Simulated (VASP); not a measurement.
# Al in VASP: a series of runs, part 2 of 2

VASP 6.6.1.

## 4. Relaxation of the atoms, PBE

INCAR

```
SYSTEM = Al
ALGO     = Fast           ! electronic algorithm
DIPOL    = 0.5 0.5 0.500
EDIFF    = 1E-6           ! SCF threshold, eV
EDIFFG   = -0.02          ! ionic threshold
ENCUT    = 600            ! plane-wave cutoff, eV
GGA      = PE             ! functional
IBRION   = 2              ! ionic algorithm
IDIPOL   = 3            
ISIF     = 2              ! what is computed and relaxed
ISMEAR   = -1             ! smearing method
LASPH    = .True.         ! aspherical terms in the spheres
LCHARG   = .False.        ! write CHGCAR
LDIPOL   = .True.       
LREAL    = .False.        ! projectors in reciprocal space
LWAVE    = .False.        ! write WAVECAR
NELM     = 100            ! most SCF steps
NSW      = 60             ! ionic steps
PREC     = Accurate       ! precision mode
SIGMA    = 0.05           ! smearing width, eV
```

KPOINTS

```
k-points
0
Gamma
  8 8 1
  0 0 0
```

POSCAR

```
Al
1.0
    2.8270770242      0.0000000000      0.0000000000
   -1.4135385121      2.4483205214      0.0000000000
    0.0000000000      0.0000000000     26.4824913375
Al
6
Selective dynamics
Direct
    0.6666666700      0.3333333400      0.2832059833  F F F
    0.0000000000      0.0000000000      0.3699235900  F F F
    0.3333333300      0.6666666600      0.4566411967  F F F
    0.0000000000      0.0000000000      0.5433588033  T T T
    0.6666666700      0.3333333400      0.6300764100  T T T
    0.0000000000      0.0000000000      0.7167940167  T T T
```

Potentials or basis: VASP PAW PBE potentials, release 64 (Al_GW).

Command:

```
$ cat potpaw_PBE.64/Al_GW/POTCAR > POTCAR
$ mpirun -np 1 vasp_std > vasp.out
```

OUTCAR:

```text
SYSTEM = Al
   EDIFF = 1E-6
   EDIFFG = -0.02
   ENCUT = 600
   GGA = PE
   IBRION = 2
   ISIF = 2
   ISMEAR = -1
   LASPH = .True.
   LREAL = .False.
   NELM = 100
   NSW = 60
   PREC = Accurate

 ion  position               nearest neighbor table
   1  0.667  0.333  0.283-
   2  0.000  0.000  0.370-
   3  0.333  0.667  0.457-
   4  0.000  0.000  0.543-
   5  0.667  0.333  0.630-
   6  0.000  0.000  0.717-

  LATTYP: Found a hexagonal cell.
 ALAT       =     2.8270770242
 C/A-ratio  =     9.3674459913

  Lattice vectors:

 A1 = (   2.8270770242,   0.0000000000,   0.0000000000)
 A2 = (  -1.4135385121,   2.4483205214,   0.0000000000)
 A3 = (   0.0000000000,   0.0000000000,  26.4824913375)

Analysis of symmetry for initial positions (statically):
=====================================================================
 Subroutine PRICEL returns:
 Original cell was already a primitive cell.

 Routine SETGRP: Setting up the symmetry group for a
 hexagonal supercell.

 Subroutine GETGRP returns: Found  6 space group operations
 (whereof  6 operations were pure point group operations)
 out of a pool of 24 trial point group operations.
[... 494 lines left out ...]

 number of electron      18.0000000 magnetization

 dipolmoment           0.000000      0.000000     -0.001958 electrons x Angstroem

 Free energy of the ion-electron system (eV)
  ---------------------------------------------------
  ext. energy  EPLUGINS =         0.00000000
  ---------------------------------------------------
  free energy    TOTEN  =       -21.73582688 eV

  energy without entropy =      -21.71772724  energy(sigma->0) =      -21.72677706

 E-fermi :   1.9714     XC(G=0):  -6.1510

 val. band max:        1.6284414175   @ k =   0.2500   0.2500   0.0000
 cond. band min:       2.0448412414   @ k =   0.3750   0.2500   0.0000
 fundamental gap:      0.4163998239
 Fermi energy:         1.9713988844

 k-point     1 :       0.0000    0.0000    0.0000
  band No.  band energies     occupation
      1      -9.2431      2.00000
      2      -8.7939      2.00000
      3      -7.9330      2.00000
      4      -6.9053      2.00000
      5      -5.4551      2.00000
      6      -3.8110      2.00000
      7      -2.0536      2.00000
      8      -0.0088      2.00000
      9       2.1268      0.08552
     10       4.0136      0.00000
     11       5.1945      0.00000
     12       6.1207      0.00000
     13       6.3039      0.00000
[... 132 lines left out ...]
      2      -2.0913      2.00000
      3      -1.7375      2.00000
      4      -1.6799      2.00000
      5      -0.9836      2.00000
      6      -0.8856      2.00000
      7       0.1187      2.00000
      8       0.2294      2.00000
      9       0.7162      2.00000
     10       0.9520      2.00000
     11       1.4590      1.99993
     12       2.0448      0.37424
     13       2.1260      0.08691

------------------------ aborting loop because EDIFF is reached ----------------------------------------

 vacuum level on the upper side and lower side of the slab       (xc-potential included)        -0.243        -0.157

  FORCE on cell =-STRESS in cart. coord.  units (eV):
  Direction    XX          YY          ZZ          XY          YZ          ZX
  --------------------------------------------------------------------------------------
  -------------------------------------------------------------------------------------
  Total        0.0165111      0.0165111      0.4404661      0.0000000      0.0000000      0.0000000
  in kB        0.1443184      0.1443184      3.8499788      0.0000000      0.0000000      0.0000000
  external PRESSURE =       1.3795385 kB  Pullay stress =       0.0000000 kB
[... 21 lines left out ...]
  FREE ENERGIE OF THE ION-ELECTRON SYSTEM (eV)
  ---------------------------------------------------
  free  energy   TOTEN  =       -21.7358268806 eV

  energy  without entropy=      -21.7177272442  energy(sigma->0) =      -21.72677706

 reached required accuracy - stopping structural energy minimisation

 vacuum level on the upper side and lower side of the slab         5.579         5.655
```

CONTCAR:

```text
Al
   1.00000000000000
     2.8270770241999998    0.0000000000000000    0.0000000000000000
    -1.4135385120999999    2.4483205213999999    0.0000000000000000
     0.0000000000000000    0.0000000000000000   26.4824913375000008
  Al
     6
Selective dynamics
Direct
     0.6666666699999979    0.3333333400000029    0.2832059833000002   F   F   F
     0.0000000000000000    0.0000000000000000    0.3699235899999991   F   F   F
     0.3333333300000021    0.6666666599999971    0.4566411966999979   F   F   F
     0.0000000000000000    0.0000000000000000    0.5475513807325973   T   T   T
     0.6666666699999979    0.3333333400000029    0.6355266968263148   T   T   T
     0.0000000000000000    0.0000000000000000    0.7252785927498726   T   T   T

  0.00000000E+00  0.00000000E+00  0.00000000E+00
  0.00000000E+00  0.00000000E+00  0.00000000E+00
  0.00000000E+00  0.00000000E+00  0.00000000E+00
  0.00000000E+00  0.00000000E+00  0.00000000E+00
  0.00000000E+00  0.00000000E+00  0.00000000E+00
  0.00000000E+00  0.00000000E+00  0.00000000E+00
```

Wall time 4.5 min (1 thread of Intel Xeon Platinum 8488C (Sapphire Rapids), shared host); peak memory 0.36 GiB.

Results:

```
Free energy               : -21.7358 eV
Energy gained by relaxing : 5.0 meV/atom
Ionic steps               : 9
Band gap on the k mesh    : none (metal or under the smearing width)
```

Step by step:
| step | energy change (eV) | largest force (eV/Å) | pressure (GPa) |
| --- | --- | --- | --- |
| 1 | 0.0000 | 0.2863 | 0.80 |
| 2 | -0.0052 | 0.2275 | 0.76 |
| 3 | -0.0100 | 0.1917 | 0.68 |
| 4 | -0.0130 | 0.1870 | 0.63 |
| 5 | -0.0199 | 0.1721 | 0.49 |
| 6 | -0.0244 | 0.1783 | 0.23 |
| 7 | -0.0280 | 0.1408 | 0.18 |
| 8 | -0.0298 | 0.1348 | 0.12 |
| 9 | -0.0303 | 0.1381 | 0.14 |

Final structure:
```yaml
crystal:
  lattice:
    - [2.82708, 0.00000, 0.00000]
    - [-1.41354, 2.44832, 0.00000]
    - [0.00000, 0.00000, 26.48249]
  atoms:
    - { symbol: Al, position: [0.66667, 0.33333, 0.28321] }
    - { symbol: Al, position: [0.00000, 0.00000, 0.36992] }
    - { symbol: Al, position: [0.33333, 0.66667, 0.45664] }
    - { symbol: Al, position: [0.00000, 0.00000, 0.54755] }
    - { symbol: Al, position: [0.66667, 0.33333, 0.63553] }
    - { symbol: Al, position: [0.00000, 0.00000, 0.72528] }
```

## 5. Relaxation of the atoms, PBE

INCAR is that of step 4.

KPOINTS is that of step 4.

POSCAR is that of step 4.

Potentials or basis: VASP PAW PBE potentials, release 54 (Al).

Command:

```
$ cat potpaw_PBE.54/Al/POTCAR > POTCAR
$ mpirun -np 1 vasp_std > vasp.out
```

Run time: 4.9 min. Hardware: 1 thread of Intel Xeon Platinum 8488C (Sapphire Rapids), shared host; peak memory 0.34 GiB.

The run converged. Its results:

| Quantity | Value |
| --- | --- |
| Free energy | -21.7068 eV |
| Energy gained by relaxing | 5.2 meV/atom |
| Ionic steps | 11 |
| Band gap on the k mesh | none (metal or under the smearing width) |

The path:
```tsv
step	energy change (eV)	largest force (eV/Å)	pressure (GPa)
1	0.0000	0.2914	0.86
2	-0.0053	0.2320	0.82
3	-0.0102	0.2159	0.73
4	-0.0138	0.2007	0.67
5	-0.0215	0.1695	0.50
6	-0.0239	0.1566	0.18
7	-0.0249	0.1468	0.28
8	-0.0293	0.1488	0.26
9	-0.0309	0.1502	0.26
10	-0.0312	0.1478	0.26
11	-0.0313	0.1481	0.26
```

Final structure:
```
Al
1.0
     2.82708    0.00000    0.00000
    -1.41354    2.44832    0.00000
     0.00000    0.00000   26.48249
Al
6
Cartesian
  1.4135 0.8161 7.5000
  0.0000 0.0000 9.7965
  0.0000 1.6322 12.0930
  0.0000 0.0000 14.4953
  1.4135 0.8161 16.8143
  0.0000 0.0000 19.1873
```

Levels at points of the mesh, in eV from the Fermi level:
```
           k point  band 7  band 8  band 9  band 10  band 11  band 12
(0.00, 0.00, 0.00)   -4.02   -1.96    0.17     2.06     3.24     4.17
(0.50, 0.00, 0.00)   -2.89   -2.80   -1.63    -1.21     0.12     0.31
```

## 6. Overview

| potentials or basis | gap on the mesh (eV) |
| --- | --- |
| VASP PAW PBE potentials, release 64 (Al) | none |
| VASP PAW PBE potentials, release 64 (Al_GW) | none |
| VASP PAW PBE potentials, release 54 (Al) | none |

Alike in all rows: task relaxation of the atoms; level PBE; no spin polarisation; cell atoms relaxed; k mesh 8 × 8 × 1; cutoff (eV) 600; smearing fermi-dirac 0.05 eV.

Total energies depend on the potentials used, so only differences within one code and one set of settings carry meaning.
